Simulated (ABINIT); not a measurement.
# Tl (P6_3/mmc) in ABINIT: single point with LDA

Aim: the single point of Tl with LDA.

Everything below comes from runs of ABINIT 10.8.3 (patched build). Logs are shortened: lines on timing, memory, paths and dates and some standing lists are left out, and cuts for length are marked. The log counts tension as positive stress, the text compression.

### Step 1. The structure

It takes space group P6_3/mmc (No. 194, hexagonal). Conventional cell: a = 3.456 Å, b = 3.456 Å, c = 5.525 Å, α = 90.00°, β = 90.00°, γ = 120.00°. Tl (site symmetry -6m2) has 12 Tl at 3.41 to 3.46 Å as nearest neighbours.

### Step 2. Single point, LDA

run.abi reads:

```
# Pseudopotentials
pp_dirpath "./"
pseudos "Tl.upf"

# Structure
acell 3*1.0
rprim
     6.5308934867     0.0000000000     0.0000000000
    -3.2654467434     5.6559196689     0.0000000000
     0.0000000000     0.0000000000    10.4407368386
ntypat 1
znucl 81
natom 2
typat 1 1
xcart
     1.7280000002     0.9976612651     4.1437500000
    -0.0000000002     1.9953225304     1.3812500000 Angstrom

# Plane-wave basis
ecut 26.0

# k points
kptopt 1
ngkpt 7 7 4
nshiftk 1
shiftk 0.0 0.0 0.0

# Exchange and correlation
ixc 7

# Bands and occupations
nband 17
occopt 3
tsmear 0.00183747

# SCF cycle
nstep 100
tolvrs 1.0e-10

# Output
iomode 3
prtwf 0
prtden 0
prteig 0
prtebands 0
enunit 2
```

Potentials or basis: PseudoDojo NC SR LDA v0.4.1 standard.

Run with:

```bash
abinit run.abi > log 2>&1
```

run.abo:

```text
.Version 10.8.3 of ABINIT
 Symmetries : space group P6_3/m m c (#194); Bravais hP (primitive hexag.)
================================================================================
 Values of the parameters that define the memory need of the present run
     intxc =       0    ionmov =       0      iscf =       7    lmnmax =       6
     lnmax =       6     mgfft =      48  mpssoang =       3    mqgrid =    3001
     natom =       2  nloc_mem =       1    nspden =       1   nspinor =       1
    nsppol =       1      nsym =      24    n1xccc =    2501    ntypat =       1
    occopt =       3   xclevel =       1
       mpw =        2460          nfft =       43200          nkpt =          24
================================================================================
================================================================================

--------------------------------------------------------------------------------
------------- Echo of variables that govern the present computation ------------
--------------------------------------------------------------------------------
 -outvars: echo values of preprocessed input variables --------
            acell      1.0000000000E+00  1.0000000000E+00  1.0000000000E+00 Bohr
              amu      2.04383300E+02
             ecut      2.60000000E+01 Hartree
           enunit           2
              ixc           7
         kptrlatt        7    0    0      0    7    0      0    0    4
          kptrlen      4.17629474E+01
            natom           2
            nband          17
            ngfft          30      30      48
             nkpt          24
            nstep         100
             nsym          24
           ntypat           1
           occopt           3
           prtden           0
        prtebands           0
           prteig           0
            prtwf           0
            rprim      6.5308934867E+00  0.0000000000E+00  0.0000000000E+00
                      -3.2654467434E+00  5.6559196689E+00  0.0000000000E+00
                       0.0000000000E+00  0.0000000000E+00  1.0440736839E+01
          spgroup         194
           tolvrs      1.00000000E-10
           tsmear      1.83747000E-03 Hartree
            typat      1  1
           xangst      1.7279999994E+00  9.9766126551E-01  4.1437499991E+00
                       5.8261894068E-10  1.9953225300E+00  1.3812500009E+00
            xcart      3.2654467445E+00  1.8853065582E+00  7.8305526325E+00
                       1.1009902336E-09  3.7706131145E+00  2.6101842132E+00
             xred      6.6666666701E-01  3.3333333368E-01  7.5000000034E-01
                       3.3333333368E-01  6.6666666701E-01  2.5000000034E-01
            znucl       81.00000

================================================================================

 chkinp: Checking input parameters for consistency.

================================================================================
== DATASET  1 ==================================================================

--- !DatasetInfo
iteration_state: {dtset: 1, }
dimensions: {natom: 2, nkpt: 24, mband: 17, nsppol: 1, nspinor: 1, nspden: 1, mpw: 2460, }
cutoff_energies: {ecut:  26.0, pawecutdg:  -1.0, }
electrons: {nelect:   2.60000000E+01, charge:   0.00000000E+00, occopt:   3.00000000E+00, tsmear:   1.83747000E-03, }
meta: {optdriver: 0, ionmov: 0, optcell: 0, iscf: 7, paral_kgb: 0, }
...

 Exchange-correlation functional for the present dataset will be:
  LDA: Perdew-Wang 92 LSD fit to Ceperley-Alder data - ixc=7
  J.P.Perdew and Y.Wang, PRB 45, 13244 (1992)

 Real(R)+Recip(G) space primitive vectors, cartesian coordinates (Bohr,Bohr^-1):
 R(1)=  6.5308935  0.0000000  0.0000000  G(1)=  0.1531184  0.0884030  0.0000000
 R(2)= -3.2654467  5.6559197  0.0000000  G(2)=  0.0000000  0.1768059  0.0000000
 R(3)=  0.0000000  0.0000000 10.4407368  G(3)=  0.0000000  0.0000000  0.0957787
 Unit cell volume ucvol=  3.8566212E+02 bohr^3
 Angles (23,13,12)=  9.00000000E+01  9.00000000E+01  1.20000000E+02 degrees

 getcut: wavevector=  0.0000  0.0000  0.0000  ngfft=  30  30  48
         ecut(hartree)=     26.000   => boxcut(ratio)=   2.00271

--- Pseudopotential description ------------------------------------------------
- pspini: atom type   1  psp file is ./Tl.upf
12 -1012 2 -1 1936                            pspcod,pspxc,lmax,lloc,mmax
     nproj     2     2     2

   1.93060908E+03                                ecore*ucvol(ha*bohr**3)
--------------------------------------------------------------------------------

================================================================================

--- !BeginCycle
iteration_state: {dtset: 1, }
solver: {iscf: 7, nstep: 100, nline: 4, wfoptalg: 0, }
tolerances: {tolvrs: 1.00E-10, }
...

     iter   Etot(hartree)      deltaE(h)  residm     vres2
 ETOT  1  -121.08238449323    -1.211E+02 2.968E-01 4.392E+00
 ETOT  2  -121.34728036338    -2.649E-01 2.491E-02 1.218E-01
 ETOT  3  -121.34732463067    -4.427E-05 2.688E-03 2.763E-02
 ETOT  4  -121.34733021187    -5.581E-06 1.097E-03 2.683E-03
 ETOT  5  -121.34733114634    -9.345E-07 7.114E-05 1.284E-04
 ETOT  6  -121.34733117955    -3.321E-08 8.134E-05 2.458E-07
 ETOT  7  -121.34733117960    -4.624E-11 3.853E-05 2.295E-09
 ETOT  8  -121.34733117960    -7.816E-13 2.043E-05 2.341E-10
 ETOT  9  -121.34733117960     2.274E-13 1.975E-05 9.028E-13

 At SCF step    9       vres2   =  9.03E-13 < tolvrs=  1.00E-10 =>converged.

 Cartesian components of stress tensor (hartree/bohr^3)
  sigma(1 1)=  8.61785497E-05  sigma(3 2)=  0.00000000E+00
  sigma(2 2)=  8.61785496E-05  sigma(3 1)=  0.00000000E+00
  sigma(3 3)=  4.96285104E-05  sigma(2 1)=  1.15513598E-13

--- !ResultsGS
iteration_state: {dtset: 1, }
comment   : Summary of ground state results
lattice_vectors:
- [  6.5308935,   0.0000000,   0.0000000, ]
- [ -3.2654467,   5.6559197,   0.0000000, ]
- [  0.0000000,   0.0000000,  10.4407368, ]
lattice_lengths: [   6.53089,    6.53089,   10.44074, ]
lattice_angles: [ 90.000,  90.000, 120.000, ] # degrees, (23, 13, 12)
lattice_volume:   3.8566212E+02
convergence: {deltae:  2.274E-13, res2:  9.028E-13, residm:  1.975E-05, diffor: null, }
etotal    :  -1.21347331E+02
entropy   :   0.00000000E+00
fermie    :   1.90539842E-01
cartesian_stress_tensor: # hartree/bohr^3
- [  8.61785497E-05,   1.15513598E-13,   0.00000000E+00, ]
- [  1.15513598E-13,   8.61785496E-05,   0.00000000E+00, ]
- [  0.00000000E+00,   0.00000000E+00,   4.96285104E-05, ]
pressure_GPa:  -2.1770E+00
xred      :
- [  6.6667E-01,   3.3333E-01,   7.5000E-01, Tl]
- [  3.3333E-01,   6.6667E-01,   2.5000E-01, Tl]
cartesian_forces: # hartree/bohr
- [ -1.97900901E-27,   1.14258139E-27,  -0.00000000E+00, ]
- [  1.97900901E-27,  -1.14258139E-27,  -0.00000000E+00, ]
force_length_stats: {min:   2.28516277E-27, max:   2.28516277E-27, mean:   2.28516277E-27, }
...

 Integrated electronic density in atomic spheres:
 ------------------------------------------------
 Atom  Sphere_radius  Integrated_density
    1        2.00000          9.34786095
    2        2.00000          9.34786095
================================================================================

 ----iterations are completed or convergence reached----

 Mean square residual over all n,k,spin=   55.238E-09; max=  19.754E-06
 reduced coordinates (array xred) for    2 atoms
       0.666666667012      0.333333333676      0.750000000337
       0.333333333678      0.666666667009      0.250000000337
 rms dE/dt=  1.1124E-26; max dE/dt=  1.7233E-26; dE/dt below (all hartree)
    1       0.000000000000     -0.000000000000      0.000000000000
    2      -0.000000000000      0.000000000000      0.000000000000

 cartesian coordinates (angstrom) at end:
    1      1.72799999941738     0.99766126550842     4.14374999906858
    2      0.00000000058262     1.99532252999157     1.38125000093142

 cartesian forces (hartree/bohr) at end:
    1     -0.00000000000000     0.00000000000000    -0.00000000000000
    2      0.00000000000000    -0.00000000000000    -0.00000000000000
 frms,max,avg= 1.3193393E-27 1.9790090E-27   0.000E+00  0.000E+00  0.000E+00 h/b

 cartesian forces (eV/Angstrom) at end:
    1     -0.00000000000000     0.00000000000000    -0.00000000000000
    2      0.00000000000000    -0.00000000000000    -0.00000000000000
 frms,max,avg= 6.7843157E-26 1.0176474E-25   0.000E+00  0.000E+00  0.000E+00 e/A
 length scales=  1.000000000000  1.000000000000  1.000000000000 bohr
              =  0.529177210544  0.529177210544  0.529177210544 angstroms
 Fermi (or HOMO) energy (hartree) =   0.19054   Average Vxc (hartree)=  -0.40015
 Eigenvalues (hartree) for nkpt=  24  k points:
 kpt#   1, nband= 17, wtk=  0.00510, kpt=  0.0000  0.0000  0.0000 (reduced coord)
  -0.24122   -0.23280   -0.23128   -0.23128   -0.22930   -0.22930   -0.22760   -0.22760
  -0.21502   -0.21502   -0.18054    0.00012    0.08525    0.48140    0.48140    0.55758
   0.55758
      occupation numbers for kpt#   1
   2.00000    2.00000    2.00000    2.00000    2.00000    2.00000    2.00000    2.00000
   2.00000    2.00000    2.00000    2.00000    2.00000    0.00000    0.00000    0.00000
   0.00000
 prteigrs : prtvol=0 or 1, do not print more k-points.

 Fermi (or HOMO) energy (eV) =   5.18485   Average Vxc (eV)= -10.88851
 Eigenvalues (   eV  ) for nkpt=  24  k points:
 kpt#   1, nband= 17, wtk=  0.00510, kpt=  0.0000  0.0000  0.0000 (reduced coord)
  -6.56395   -6.33469   -6.29350   -6.29350   -6.23945   -6.23945   -6.19328   -6.19328
  -5.85107   -5.85107   -4.91280    0.00327    2.31978   13.09945   13.09945   15.17259
  15.17266
 prteigrs : prtvol=0 or 1, do not print more k-points.

--- !EnergyTerms
iteration_state     : {dtset: 1, }
comment             : Components of total free energy in Hartree
kinetic             :  6.25575457535722E+01
hartree             :  2.03759690423665E+01
xc                  : -3.78975927883068E+01
Ewald energy        : -8.44797153477268E+01
psp_core            :  5.00595983301760E+00
local_psp           : -6.59854393729177E+01
non_local_psp       : -2.09235000348518E+01
internal            : -1.21346772914847E+02
'-kT*entropy'       : -5.58264752007868E-04
total_energy        : -1.21347331179599E+02
total_energy_eV     : -3.30202909864703E+03
band_energy         : -4.35656212822034E+00
...

 Cartesian components of stress tensor (hartree/bohr^3)
  sigma(1 1)=  8.61785497E-05  sigma(3 2)=  0.00000000E+00
  sigma(2 2)=  8.61785496E-05  sigma(3 1)=  0.00000000E+00
  sigma(3 3)=  4.96285104E-05  sigma(2 1)=  1.15513598E-13

-Cartesian components of stress tensor (GPa)         [Pressure= -2.1770E+00 GPa]
- sigma(1 1)=  2.53546047E+00  sigma(3 2)=  0.00000000E+00
- sigma(2 2)=  2.53546047E+00  sigma(3 1)=  0.00000000E+00
- sigma(3 3)=  1.46012119E+00  sigma(2 1)=  3.39852739E-09

== END DATASET(S) ==============================================================
================================================================================

 -outvars: echo values of variables after computation  --------
            acell      1.0000000000E+00  1.0000000000E+00  1.0000000000E+00 Bohr
           etotal     -1.2134733118E+02
            fcart     -1.9790090127E-27  1.1425813862E-27 -0.0000000000E+00
                       1.9790090127E-27 -1.1425813862E-27 -0.0000000000E+00
            rprim      6.5308934867E+00  0.0000000000E+00  0.0000000000E+00
                      -3.2654467434E+00  5.6559196689E+00  0.0000000000E+00
                       0.0000000000E+00  0.0000000000E+00  1.0440736839E+01
           strten      8.6178549662E-05  8.6178549628E-05  4.9628510355E-05
                       0.0000000000E+00  0.0000000000E+00  1.1551359808E-13
           xangst      1.7279999994E+00  9.9766126551E-01  4.1437499991E+00
                       5.8261894068E-10  1.9953225300E+00  1.3812500009E+00
             xred      6.6666666701E-01  3.3333333368E-01  7.5000000034E-01
                       3.3333333368E-01  6.6666666701E-01  2.5000000034E-01
 Calculation completed.
```

It took 31 s on 1 thread of Intel Xeon Platinum 8259CL at 2.50GHz (Skylake/Cascade Lake), shared host; peak memory 0.07 GiB.

What came out:

```
Free energy                                           : -3302.0291 eV
Pressure                                              : -2.2 GPa
Band gap on the k mesh                                : none (metal or under the smearing width)
Valence electrons inside the program's atomic spheres : Tl 9.35 (radii [1.0584] Å)
```
